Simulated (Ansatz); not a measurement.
# Quasiparticle gap of BaS (Fm-3m)

Wanted: the gap of BaS (Fm-3m) with a many-body correction, and the time that it takes.

Method: PBE, then G0W0 on it, plane waves, PAW, in Ansatz 0.2.0.

Most raw output is cut from this account.

In doubt: masses and optical values from hybrid runs of this build are listed as unsure (in some of the runs), which bears on the screening that GW takes from such a start.

## Step 1: Starting point

Symmetry: Fm-3m, No. 225, cubic system. Conventional cell: a = 6.388 Å, b = 6.388 Å, c = 6.388 Å, α = 90.00°, β = 90.00°, γ = 90.00°. Nearest to Ba lie 6 S at 3.19 Å. Nearest to S lie 6 Ba at 3.19 Å. Farther neighbours and most contacts between anions are not listed.

Coordinates:

```cif
data_structure
_symmetry_space_group_name_H-M 'Fm-3m'
_symmetry_Int_Tables_number 225
_cell_length_a 6.3875
_cell_length_b 6.3875
_cell_length_c 6.3875
_cell_angle_alpha 90.000
_cell_angle_beta 90.000
_cell_angle_gamma 90.000
_cell_volume 260.61
loop_
_atom_site_label
_atom_site_type_symbol
_atom_site_symmetry_multiplicity
_atom_site_Wyckoff_symbol
_atom_site_fract_x
_atom_site_fract_y
_atom_site_fract_z
_atom_site_occupancy
Ba1 Ba 4 a 0.00000 0.00000 0.00000 1
S1 S 4 b 0.50000 0.00000 0.00000 1
```

The cell and positions come from the Crystallography Open Database and are kept as given unless a step says otherwise. Spin-orbit coupling is left out unless a step names it.

## Step 2: The PBE band structure

Levels along a band path and on the mesh show where this functional puts the band edges.

This step: DFT, PBE, plane waves, PAW; PAW set soft_1.

The input, input.yaml:

```yaml
crystal:
  lattice:
    - [0.0, 3.19375, 3.19375]
    - [3.19375, 0.0, 3.19375]
    - [3.19375, 3.19375, 0.0]
  atoms:
    - { symbol: Ba, position: [0.0, 0.0, 0.0] }
    - { symbol: S, position: [0.5, 0.5, 0.5] }
kpoints:
  mp_grid: { grid: [6, 6, 6] }
  band_path:
    path:
      - [[0.0, 0.0, 0.0], [0.5, 0.0, 0.5], [0.625, 0.25, 0.625]]
      - [[0.375, 0.375, 0.75], [0.0, 0.0, 0.0], [0.5, 0.5, 0.5], [0.5, 0.25, 0.75], [0.5, 0.0, 0.5]]
    npoints: 10
hamiltonian:
  xc: pbe
  pseudopotentials: { kind: paw, azcp: { folder: soft_1 } }
scf:
  occupations: { method: fermi_dirac, width: 0.02 }
  n_extra_bands: 4
output:
  eigenvalues: true
```

Run with:

```sh
$ ansatz run input.yaml --threads 24 --pin off --max-ram 82944MiB --backend cuda --events-out ev --progress --plain --runs-dir out --devices 1 --max-vram 78GiB
```

Elapsed: 1.5 s, on 1 × NVIDIA GB200 (shared by 2 runs) with 24 threads of Arm Neoverse V2, shared host; peak memory 0.95 GiB; 1.8 s of CPU time.

Numbers from this step:

```
filled bands         : 8
gap                  : 2.206 eV
valence top at       : Γ
conduction bottom at : X
least direct gap     : 2.311 eV
```

Over mesh and path the gap is 2.206 eV, from k = Γ to k = (0.500, 0.000, 0.500). The least direct gap found is 2.311 eV, at k = (0.500, 0.000, 0.500).

Electronic bands along the path, in eV, zero at the top of the highest nominally filled band; v1 is the highest filled band, c1 the lowest empty one:

| point | v4 | v3 | v2 | v1 | c1 | c2 | c3 | c4 |
| --- | --- | --- | --- | --- | --- | --- | --- | --- |
| Γ | -10.29 | 0.00 | 0.00 | 0.00 | 3.69 | 3.97 | 3.97 | 3.97 |
| halfway | -9.68 | -1.22 | -0.14 | -0.14 | 2.88 | 4.78 | 5.37 | 5.75 |
| X | -10.20 | -0.45 | -0.10 | -0.10 | 2.21 | 6.03 | 6.12 | 7.60 |
| halfway | -10.02 | -0.45 | -0.37 | -0.25 | 2.53 | 6.37 | 6.42 | 6.82 |
| U | -9.69 | -0.88 | -0.55 | -0.47 | 3.34 | 5.92 | 6.67 | 6.75 |
| jump to K | -9.69 | -0.88 | -0.55 | -0.47 | 3.34 | 5.92 | 6.67 | 6.75 |
| halfway | -9.41 | -1.34 | -0.83 | -0.29 | 4.08 | 4.76 | 5.07 | 5.93 |
| Γ | -10.29 | 0.00 | 0.00 | 0.00 | 3.69 | 3.97 | 3.97 | 3.97 |
| halfway | -9.50 | -1.09 | -0.58 | -0.58 | 4.13 | 4.81 | 4.81 | 5.47 |
| L | -9.04 | -1.85 | -1.01 | -1.01 | 5.55 | 5.64 | 6.41 | 6.41 |
| halfway | -9.34 | -1.41 | -0.79 | -0.71 | 4.69 | 4.89 | 6.70 | 6.91 |
| W | -9.64 | -1.06 | -0.42 | -0.42 | 4.30 | 4.30 | 6.37 | 6.92 |
| halfway | -9.89 | -0.62 | -0.46 | -0.26 | 2.83 | 6.12 | 6.19 | 6.95 |
| X | -10.20 | -0.45 | -0.10 | -0.10 | 2.21 | 6.03 | 6.12 | 7.60 |

## Step 3: One-shot GW

G0W0 replaces the xc potential by a self-energy built once from the orbitals of the start. Levels are corrected in the window of bands that the input names, at points of the mesh.

This step: G0W0 on PBE, plane waves, PAW; PAW set soft_1.

input.yaml, the sections that differ from step 2:

```yaml
kpoints:
  mp_grid: { grid: [4, 4, 4] }
scf:
  occupations: { method: fixed }
gw:
  n_empty_bands: 418
  ecut_chi: 200.0
  qp_bands: [v2, c2]
  qp_kpoints: band_edges
  screening: { model: contour_deformation }
# crystal, hamiltonian: as in step 2
# output: removed
```

It took 2.6 s on 1 × NVIDIA GB200 (shared by 2 runs) with 24 threads; peak memory 1.5 GiB; 7.8 s of CPU time.

This step gave:

```
bands summed                                    : 426
RPA ε∞ on this mesh (eigenvalues)               : 4.644, 4.644, 4.644
plane waves in the screening matrix             : 411
q-points in the mesh                            : 64
G0W0 gap over the corrected points              : 3.516 eV
k of the valence top                            : 0, 0, 0
k of the conduction bottom                      : 0, -0.5, -0.5
starting gap on the mesh                        : 2.202 eV
Z at the valence top                            : 0.7505
Z at the conduction bottom                      : 0.8079
least direct G0W0 gap over the corrected points : 3.644 eV
```

Over 6 of 8 irreducible mesh points the G0W0 gap is 3.516 eV, from k = Γ to k = (0.000, -0.500, -0.500). The PBE gap of this run on the mesh is 2.202 eV. The two states that bound the G0W0 gap lie that far apart at the start, so the correction of the gap is 3.516 − 2.202 = +1.314 eV. The start of this run differs from the step before in mesh (6×6×6 and 4×4×4).

Labels follow the order of the start: v1 is the top filled band, c1 the lowest empty one; levels that stay degenerate share a row, the window can cut a multiplet, doubted levels are not marked in this list, bands outside the window were not corrected, and the list may be a part of the corrected levels. Levels before and after the correction, in eV, zero at the valence-band top of each column:

|  | conduction bottom | valence top |
| --- | --- | --- |
| Kohn-Sham | 2.20 | 0.00 |
| G0W0 | 3.52 | 0.00 |

|  | level | occupation | energy (eV) |
| --- | --- | --- | --- |
| Kohn-Sham | Γ v2-v1 | 2 | 0.000 |
| Kohn-Sham | Γ c1 | 0 | 3.687 |
| Kohn-Sham | Γ c2 | 0 | 3.962 |
| Kohn-Sham | (0 -0.5 -0.5) v2-v1 | 2 | -0.105 |
| Kohn-Sham | (0 -0.5 -0.5) c1 | 0 | 2.202 |
| Kohn-Sham | (0 -0.5 -0.5) c2 | 0 | 6.021 |
| G0W0 | Γ v2-v1 | 2 | 0.000 |
| G0W0 | Γ c1 | 0 | 4.921 |
| G0W0 | Γ c2 | 0 | 5.476 |
| G0W0 | (0 -0.5 -0.5) v2-v1 | 2 | -0.129 |
| G0W0 | (0 -0.5 -0.5) c1 | 0 | 3.516 |
| G0W0 | (0 -0.5 -0.5) c2 | 0 | 7.806 |

The parts of the quasiparticle energy for the two states that bound the G0W0 gap, in eV on the run's own scale (QP = start + Σx + Σc − Vxc, with Σc at the quasiparticle energy):

| edge | k | band | start | Σx | Σc | Vxc | Z | QP |
| --- | --- | --- | --- | --- | --- | --- | --- | --- |
| valence top | Γ | 7 | 5.809 | −17.600 | 1.977 | −14.569 | 0.750 | 4.754 |
| conduction bottom | (0.000, -0.500, -0.500) | 9 | 8.011 | −4.778 | −3.618 | −8.655 | 0.808 | 8.270 |

## Step 4: Spin-orbit coupling in PBE

This run has two-component orbitals with spin-orbit coupling.

This step: DFT, PBE with spin-orbit coupling, plane waves, PAW; PAW set soft_1.

The input, input.yaml:

```yaml
crystal:
  lattice:
    - [0.0, 3.19375, 3.19375]
    - [3.19375, 0.0, 3.19375]
    - [3.19375, 3.19375, 0.0]
  atoms:
    - { symbol: Ba, position: [0.0, 0.0, 0.0] }
    - { symbol: S, position: [0.5, 0.5, 0.5] }
kpoints:
  mp_grid: { grid: [6, 6, 6] }
  band_path:
    path:
      - [0.0, 0.0, 0.0]
      - [0.5, 0.0, 0.5]
      - [0.625, 0.25, 0.625]
      - [0.375, 0.375, 0.75]
      - [0.5, 0.5, 0.5]
      - [0.5, 0.25, 0.75]
    npoints: 1
hamiltonian:
  xc: pbe
  pseudopotentials: { kind: paw_fr, azcp: { folder: soft_1 } }
scf:
  occupations: { method: fixed }
  n_extra_bands: 8
magnetization:
  noncollinear: true
  spin_orbit: true
output:
  eigenvalues: true
```

Run time: 1.4 s. Hardware: 1 × NVIDIA GB200 (shared by 2 runs) with 24 threads; peak memory 1.1 GiB; 4 s of CPU time.

This step gave:

```
gap                  : 2.161 eV
valence top at       : Γ
conduction bottom at : X
least direct gap     : 2.230 eV
```

Over mesh and listed points the gap is 2.161 eV, from k = Γ to k = (0.500, 0.000, 0.500). The least direct gap found is 2.230 eV, at k = (0.500, 0.000, 0.500). PBE+SOC against PBE: 2.161 − 2.206 = −0.045 eV, with the same mesh, set of files (read in its fully relativistic form for the spin-orbit run) and cutoff, and both edges at the same k points. The spin-orbit run sees mesh and listed points alone, so its gap is an upper bound: the coupling can move an edge off these points, and the change over the zone, its sign included where it is small, is not known.

## Step 5: Side by side

Each gap is the least one over the points named; times are wall times on shared hosts, not benchmarks. A G0W0 time includes the run's own self-consistent start. Runs with listed points see these and the mesh alone, so an edge that moves elsewhere is missed. Rows marked * are further runs, not shown as steps, whose inputs differ from the G0W0 step on the same start in the columns given; solver thresholds can differ too. Symmetry makes (0.500, 0.000, 0.500) and (0.000, -0.500, -0.500) one point.

| level | mesh | files, cutoff | bands summed, screening | points | gap (eV) | valence top | conduction bottom | least direct gap (eV) | time |
| --- | --- | --- | --- | --- | --- | --- | --- | --- | --- |
| PBE | 6×6×6 | soft_1 PAW, 420 eV | - | mesh and path | 2.206 | Γ | (0.500, 0.000, 0.500) | 2.311 | 1.5 s |
| PBE+SOC | 6×6×6 | soft_1 PAW, 420 eV | - | mesh and listed points | 2.161 | Γ | (0.500, 0.000, 0.500) | 2.230 | 1.4 s |
| G0W0@PBE* | 4×4×4 | soft_1 PAW, 420 eV | 76, 60 eV | 6 of 8 irreducible mesh points | 3.233 | Γ | (0.000, -0.500, -0.500) | 3.368 | 1.6 s |
| G0W0@PBE* | 4×4×4 | soft_1 PAW, 420 eV | 202, 120 eV | 6 of 8 irreducible mesh points | 3.408 | Γ | (0.000, -0.500, -0.500) | 3.538 | 2.2 s |
| G0W0@PBE | 4×4×4 | soft_1 PAW, 420 eV | 426, 200 eV | 6 of 8 irreducible mesh points | 3.516 | Γ | (0.000, -0.500, -0.500) | 3.644 | 2.6 s |
| G0W0@PBE* | 4×4×4 | soft_1 PAW, 420 eV | 202, 120 eV, plasmon pole | 6 of 8 irreducible mesh points | 3.368 | Γ | (0.000, -0.500, -0.500) | 3.498 | 2.5 s |

## Step 6: What came out

```yaml
pbe_gap_over_mesh_and_path: 2.206 eV, from k = Γ to k = (0.500, 0.000, 0.500)
g0w0_pbe_gap_over_6_of_8_irreducible_mesh_points: 3.516 eV, from k = Γ to k = (0.000, -0.500, -0.500)
pbe_soc_gap_over_mesh_and_listed_points: 2.161 eV
gw_settings: 4×4×4 mesh, 418 empty bands, screening to 200 eV, PAW set soft_1 files
known_limits: finite bands, screening cutoff and k mesh; no spin-orbit coupling in G0W0
```

**Reading.** Over 6 of 8 irreducible mesh points the G0W0 gap is 3.516 eV, from k = Γ to k = (0.000, -0.500, -0.500). The PBE gap of this run on the mesh is 2.202 eV. The two states that bound the G0W0 gap lie that far apart at the start, so the correction of the gap is 3.516 − 2.202 = +1.314 eV. The valence state moves by 4.754 − 5.809 = −1.055 eV and the conduction state by 8.270 − 8.011 = +0.259 eV, on the run's own scale; with 76 bands the edge states move by −0.564 and +0.467 eV, so the split between the edges depends on the bands and cutoff. Both edges that PBE shows over mesh and path lie at k points where levels were corrected. Levels at other points were not corrected, so a lower G0W0 gap elsewhere in the zone is not ruled out. From 76 bands and 60 eV to 426 bands and 200 eV the gap moves by 3.516 − 3.233 = +0.283 eV (rung by rung 3.233, 3.408, 3.516 eV); bands and screening cutoff rise together, so their parts are not told apart. A line in one over the bands through the two highest rungs gives 3.516 + (3.516 − 3.408) × 202 / (426 − 202) = 3.613 eV, and through the pair below 3.408 + (3.408 − 3.233) × 76 / (202 − 76) = 3.514 eV. The two differ by 0.099 eV, not under the 0.030 eV asked, so the law does not hold well over these rungs and the limit is not known. With the plasmon pole model in place of the contour deformation model and all else as in the G0W0@PBE row with 202 bands, the gap differs by 3.368 − 3.408 = −0.040 eV. G0W0 on other starts in this series, not shown as steps and not all at these settings: 3.874 eV on HSE06 (4×4×4, soft_1 PAW, 202 bands, 120 eV) and 3.350 eV on LDA (4×4×4, soft_1 PAW, 202 bands, 120 eV). PBE+SOC against PBE: 2.161 − 2.206 = −0.045 eV, with the same mesh, set of files (read in its fully relativistic form for the spin-orbit run) and cutoff, and both edges at the same k points. The spin-orbit run sees mesh and listed points alone, so its gap is an upper bound: the coupling can move an edge off these points, and the change over the zone, its sign included where it is small, is not known. What spin-orbit coupling does to the G0W0 levels was not computed, so no sum with the G0W0 gap is formed. The G0W0 runs are scalar-relativistic. No pair of G0W0 runs that differ in the mesh alone is shown (4×4×4 is a supercell whose nearest images lie 18 Å apart), so the error from the mesh is not known here. G0W0@PBE runs of this series with other atomic data on the same mesh, not shown as steps, give 3.391 eV (hard PAW, 510 eV, 202 bands, screening to 120 eV; the table's row with the same empty bands and screening cutoff has 3.408 eV); where bands and cutoffs differ too, the part of the files is not isolated.

[Paths, hosts, dates, memory and timing lines, banners, echoed tables and standing remarks are left out of the program output.]

[Logs are printed without paths, hosts, clocks, repeated set-up lines and the standing remarks that a program may print on its own settings, such as how far it seeks lower states.]

[Runs of the session that timed out or met a known fault of the program may be left out.]

[Cells called generated may have been cut or substituted from an entry of the Crystallography Open Database or the Materials Project.]

[Hosts, paths, dates, database ids (printed as entryN), source tags and the programs' standing remarks are cut or masked in the printed files.]

[Where an RPA ε∞ is given, it is that of the G0W0 mesh and is not shown converged in it. Names of k-points follow the symmetry that the program found, which can be lower than the space group named. Band edges on a path are those of the sampled points; other points can move an edge, and change direct to indirect where valleys lie close.]

[Hybrid gaps are those of their k-mesh and are not shown converged in it.]
